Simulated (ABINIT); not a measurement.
Here is an ABINIT 10.8.3 (patched build) calculation.

File run.abi:

```
pp_dirpath "./"
pseudos "Sb.GGA_PBE-JTH.xml"

structure "poscar:POSCAR"
natom 1

ecut 16.0
pawecutdg 32.0
pawxcdev 0

kptopt 1
ngkpt 12 12 12
nshiftk 1
shiftk 0.0 0.0 0.0

ixc 11

nband 12
occopt 3
tsmear 0.05 eV

nstep 100
tolvrs 1.0e-9

iomode 3
prtwf 0
prtden 0
prteig 0
prtebands 0
enunit 1
```

Contents of POSCAR:

```
Sb
1.0
   -1.5765401831      1.5765401831      2.7119384313
    1.5765401831     -1.5765401831      2.7119384313
    1.5765401831      1.5765401831     -2.7119384313
Sb
1
Direct
    0.0000000000      0.0000000000      0.0000000000  Sb
```

Potentials or basis: JTH PAW PBE v2.0.

The run is started by

```console
$ abinit run.abi > log 2>&1
```

Predict the pressure.

1.6 GPa.

Estimate the band gap on the k mesh.

none (metal or under the smearing width).

Stress tensor (GPa, compression positive):
```
1.90 0.00 0.00
0.00 1.90 0.00
0.00 0.00 1.14
```

The run has no spin-orbit coupling, so splittings on Sb are missing.
